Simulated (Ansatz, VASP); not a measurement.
**One calculation of Sc, two programs**

File POSCAR:

```
Sc
1.0
   -1.9172054859      1.9172054859      1.7176030000
    1.9172054859     -1.9172054859      1.7176030000
    1.9172054859      1.9172054859     -1.7176030000
Sc
1
Direct
    0.0000000000      0.0000000000      0.0000000000
```

Contents of INCAR.step1:

```
  PREC = Accurate
  ENCUT = 520
  ISMEAR = -1
  SIGMA = 0.1
  LREAL = False
  LASPH = True
  NELM = 150
  LMAXMIX = 4
  LDAU = True
  LDAUTYPE = 2
  LDAUL = 2
  LDAUU = 8
  LDAUJ = 0
  NBANDS = 12
  GGA = PE
  ALGO = Normal
  EDIFF = 1E-4
  LWAVE = True
  LCHARG = False
```

The input INCAR.step2:

```
  PREC = Accurate
  ENCUT = 520
  EDIFF = 1E-6
  ISMEAR = -1
  SIGMA = 0.1
  LREAL = False
  LASPH = True
  NELM = 150
  ALGO = Normal
  ISIF = 2
  LWAVE = False
  LCHARG = False
  LMAXMIX = 4
  LDAU = True
  LDAUTYPE = 2
  LDAUL = 2
  LDAUU = 8
  LDAUJ = 0
  LDAUPRINT = 1
  METAGGA = R2SCAN
  LMIXTAU = True
  LUSE_VDW = True
  IVDW_NL = 2
  BPARAM = 11.95
  CPARAM = 0.0093
  NBANDS = 12
  ISTART = 1
```

The input KPOINTS:

```
regular mesh
0
Gamma
  10 10 10
```

Contents of input.yaml:

```yaml
crystal:
  lattice:
    - [-1.9172054859, 1.9172054859, 1.717603]
    - [1.9172054859, -1.9172054859, 1.717603]
    - [1.9172054859, 1.9172054859, -1.717603]
  atoms:
    - { symbol: Sc, position: [0.0, 0.0, 0.0] }
hamiltonian:
  xc: r2scan
  pseudopotentials: { kind: paw, source: jth }
  dispersion: rvv10
  hubbard:
    sites: [{ species: Sc, l: d, u_eff: 8.0 }]
    projectors: atomic
    double_counting: fll
kpoints:
  mp_grid: { grid: [10, 10, 10] }
scf:
  occupations: { method: fermi_dirac, width: 0.1 }
output:
  forces: true
  stress: true
  eigenvalues: true
```

This isn't the form of Sc at room conditions, which is hcp.

Alike in both runs: task single point; functional r2SCAN; dispersion rVV10; k mesh 10 × 10 × 10; occupations fermi-dirac, width 0.1 eV; no spin polarisation; Hubbard terms Sc d U = 8.0 eV.

```csv
,VASP,Ansatz
version,VASP 6.6.1,Ansatz 0.2.0
potentials or method,"VASP PAW PBE potentials, release 64 (Sc_sv)",JTH PAW
plane-wave cutoff (eV),520,1350
valence electrons in the cell,11,11
```

|  | VASP | Ansatz | Ansatz less VASP |
| --- | --- | --- | --- |
| gap on the k mesh at the Fermi level (eV) | none | none | - |
| pressure (GPa) | 12.0 | 29.2 | +17.21 |
| largest component of the traceless stress (GPa) | 5.44 | 8.02 | +2.583 |

The programs project onto different local orbitals, so the same U acts differently. A gap of «none» marks a metal or a gap that the smearing closes.

Caveats: U without spin polarisation on a metal has little footing; the U is typed as a test and isn't derived for this compound; the PAW data sets were made with another functional, which shifts forces and pressure a little (VASP).
